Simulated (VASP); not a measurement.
Write the native input for VASP 6.6.1 that does the following.

* Task: single point
* Functional: PBE
* Potentials or basis: VASP PAW PBE potentials, release 64 (Ge_d_GW)
* Cutoff: 550 eV
* k mesh: 8 × 8 × 4
* Occupations: gaussian, width 0.1 eV
* Spin: no spin polarisation
* Further INCAR settings: ALGO = Normal; EDIFF = 1e-06

The structure of Ge lies in POSCAR:

```
Ge
1.0
    3.9975858431      0.0000000000      0.0000000000
   -1.9987929216      3.4620108940      0.0000000000
    0.0000000000      0.0000000000      6.5993779500
Ge
4
Direct
    0.3333333333      0.6666666667      0.9370987500
    0.6666666667      0.3333333333      0.4370987500
    0.3333333333      0.6666666667      0.5629012500
    0.6666666667      0.3333333333      0.0629012500
```

This isn't the form of Ge at room conditions, which is diamond.

One way to write it, as run:

INCAR

```
PREC = Accurate ; ENCUT = 550
EDIFF = 1E-6 ; ISMEAR = 0
SIGMA = 0.1 ; LREAL = False
LASPH = True ; NELM = 100
ALGO = Normal ; ISIF = 2
LWAVE = False ; LCHARG = False
GGA = PE
```

KPOINTS

```
regular mesh
0
Gamma
  8 8 4
```

Potentials or basis: VASP PAW PBE potentials, release 64 (Ge_d_GW).

Run with:

```console
$ cat potpaw_PBE.64/Ge_d_GW/POTCAR > POTCAR
$ mpirun -np 1 vasp_std > vasp.out
```

Results of the run:

| Quantity | Value |
| --- | --- |
| Pressure | 2.5 GPa |
| Largest force | 0.015 eV/Å |
| Band gap on the k mesh | 0.13 eV, direct |

Run time: 93 s on 1 thread of Intel(R) Xeon(R) Platinum 8259CL CPU @ 2.50GHz (Skylake/Cascade Lake) (shared host), peak memory 0.24 GiB.
